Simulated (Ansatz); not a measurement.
## BN (wurtzite) under strain

Wurtzite BN, relaxed with r2SCAN in Ansatz. Space group P6_3mc (No. 186), hexagonal; conventional cell a = 2.544 Å, c = 4.208 Å, 5.90 Å³ an atom. B is surrounded by 4 N at 1.56–1.58 Å; N is surrounded by 4 B at 1.56–1.58 Å.

The axes x, y and z are those of this cell:
```yaml
crystal:
  lattice:
    - [2.54395, 0.00000, 0.00000]
    - [-1.27198, 2.20313, 0.00000]
    - [0.00000, 0.00000, 4.20782]
  atoms:
    - { symbol: B, position: [0.33333, 0.66667, 0.00020] }
    - { symbol: B, position: [0.66667, 0.33333, 0.50020] }
    - { symbol: N, position: [0.33333, 0.66667, 0.37480] }
    - { symbol: N, position: [0.66667, 0.33333, 0.87480] }
```

Unstrained: With PBE the valence top lies at Γ and the conduction bottom at K, 5.207 eV higher; the smallest vertical gap, at Γ–M (0.20 of the way from Γ), is 8.298 eV. With r2SCAN the valence top lies at Γ and the conduction bottom at K, 5.752 eV higher; the smallest vertical gap, at Γ–M (0.20 of the way from Γ), is 9.001 eV. The HSE06 gap is indirect, 6.530 eV (Γ to K), below the direct gap of 9.956 eV at Γ–M (0.22 of the way from Γ). Meshes: PBE 12×12×6, r2SCAN 12×12×6, HSE06 9×9×4. Strains are changes of length per length, and xy shears are angles. After each strain the atoms were relaxed again with r2SCAN within the symmetry that the strain leaves, so tilts or polar shifts that break it weren't tested; points keep the names that they have in the unstrained zone. Calculated for a static, non-magnetic cell.

Changes of the least gap in eV (an overlap counts as a negative gap):

| strain | volume change (%) | space group | PBE | r2SCAN | HSE06 | energy rise, r2SCAN (meV/atom) |
| --- | --- | --- | --- | --- | --- | --- |
| uniaxial +4.0 % along z | +4.0 | P6_3mc | +0.082 | +0.069 | +0.085 | 28.0 |
| isotropic -3.0 % on every length | -8.7 | P6_3mc | -0.208 | -0.185 | -0.196 | 63.2 |
| uniaxial +1.5 % along x | +1.5 | Cmc2_1 | +0.003 | 0.000 | +0.002 | 3.9 |
| xy shear, engineering strain (angle) -4.0 % | 0.0 | P2_1 | -0.158 | -0.159 | -0.151 | 12.4 |

Uniaxial +4.0 % along z, other directions held. HSE06: the gap goes from 6.530 to 6.615 eV (+0.085 eV). Stress change with r2SCAN, compression positive: xx -2.07, yy -2.07, zz -35.70 GPa.

Isotropic -3.0 % on every length. HSE06: the gap goes from 6.530 to 6.334 eV (-0.196 eV); with r2SCAN the top three valence levels at Γ, grouped 2+1 from the top over 271 meV, become 2+1 over 350 meV. Stress change with r2SCAN, compression positive: xx +41.97, yy +41.97, zz +42.78 GPa. For HSE06, dE_g/d ln V = 2.1 eV over this step.

Uniaxial +1.5 % along x, other directions held. HSE06: the gap goes from 6.530 to 6.532 eV (+0.002 eV); the edges go from Γ → K to Γ → (0.331, 1/3, 0); with r2SCAN the top three valence levels at Γ, grouped 2+1 from the top over 271 meV, become 1+1+1 over 288 meV. Stress change with r2SCAN, compression positive: xx -13.93, yy -1.95, zz -0.88 GPa.

Xy shear, engineering strain (angle) -4.0 %. HSE06: the gap goes from 6.530 to 6.379 eV (-0.151 eV); the edges go from Γ → K to Γ → (1/3, 0.328, 0); with r2SCAN the top three valence levels at Γ, grouped 2+1 from the top over 271 meV, become 1+1+1 over 429 meV. Stress change with r2SCAN, compression positive: xx +0.31, yy +1.09, zz -0.09, xy +16.82 GPa.

Where an edge lies off the special points, it is a point of the mesh or the k point where a search put PBE's edge or least direct gap, reused for the other functionals, whose own edges may lie a little apart.

Coordinates of k points refer to the reciprocal vectors of the primitive cell of the runs.

The meshes of the hybrids are coarse, so their gaps aren't converged to the digits shown.

The splittings at Γ are without spin-orbit coupling, which regroups them where it is of like size or larger.
